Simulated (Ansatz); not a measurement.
Space group P6_3/mmc (No. 194). a = 3.276 Å, b = 3.276 Å, c = 12.732 Å, α = 90.00°, β = 90.00°, γ = 120.00°
| atom | site | symmetry | x | y | z |
| --- | --- | --- | --- | --- | --- |
| Mo | 2c | -6m2 | 0.3333 | 0.6667 | 0.2500 |
| Se | 4f | 3m. | 0.3333 | 0.6667 | 0.6185 |

Equation of state of this MoSe$_{2}$ structure (not necessarily the ground state), with shape and atoms relaxed at each volume where symmetry leaves them free. The calculation used DFT PBE+D3(BJ), scalar-relativistic, plane waves, PAW in Ansatz.

Plane waves to 420 eV, a k mesh through Γ of 12×12×2 on the computed 6-atom cell and Gaussian smearing (0.02 eV); no spin polarisation.

```csv
V (Å³/atom),E − E(largest V) (meV/atom),P (GPa),gap on mesh (eV)
17.358,47.05,10.68,0.34
17.949,14.72,6.96,0.45
18.541,-5.31,4.01,0.56
19.133,-15.69,1.72,0.67
19.725,-18.76,0.02,0.77
20.316,-16.53,-1.14,0.88
20.908,-10.75,-1.88,0.98
21.697,0.00,-2.35,1.12
```

**Question.** Fit a third-order Birch–Murnaghan equation to E(V).

**Answer.** V0 = 19.75 Å³/atom, B0 = 46 GPa, B0' = 10.4. B0' is unusual or poorly fixed by this range.